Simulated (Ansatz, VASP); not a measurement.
## SnO2 (Cassiterite) in VASP and in Ansatz

```
CELL_PARAMETERS angstrom
4.73800 0.00000 0.00000
0.00000 4.73800 0.00000
0.00000 0.00000 3.18650
ATOMIC_POSITIONS crystal
Sn 0.50000 0.50000 0.50000
Sn 0.00000 0.00000 0.00000
O 0.80710 0.19290 0.50000
O 0.69290 0.69290 0.00000
O 0.19290 0.80710 0.50000
O 0.30710 0.30710 0.00000
```

Alike in both runs: task band structure; functional r2SCAN; k mesh 6 × 6 × 8; occupations fermi-dirac, width 0.05 eV; no spin polarisation.

```csv
,VASP,Ansatz
version,VASP 6.6.1,Ansatz 0.2.0
potentials or method,"VASP PAW PBE potentials, release 64 (Sn_d, O)",Ansatz PAW
plane-wave cutoff (eV),520,500
valence electrons in the cell,52,52
```

Ansatz gave:

```
gap on the k mesh at the Fermi level (eV)       : 1.96
least direct gap on the mesh (eV)               : 1.96
gap along the band path (eV)                    : 1.96
pressure (GPa)                                  : 3.3
largest component of the traceless stress (GPa) : 0.81
rms of the force components (eV/Å)              : 0.114
```

Problem. What did VASP give for the same quantities?

Solution. gap on the k mesh at the Fermi level (eV): 1.99; least direct gap on the mesh (eV): 1.99; gap along the band path (eV): 1.99; pressure (GPa): 4.5; largest component of the traceless stress (GPa): 1.22; rms of the force components (eV/Å): 0.130.

Atom by atom the forces differ by 0.016 eV/Å (rms over components).

Caveats: spin-orbit coupling is left out, which moves the levels of the heavy elements; the PAW data sets were made with another functional, which shifts forces and pressure a little (VASP); the PAW data sets come from PBE, with cores solved anew for the run's functional, which leaves a small shift of forces and pressure (Ansatz). r2SCAN opens gaps a little over a GGA but as a rule still falls short of measured ones.
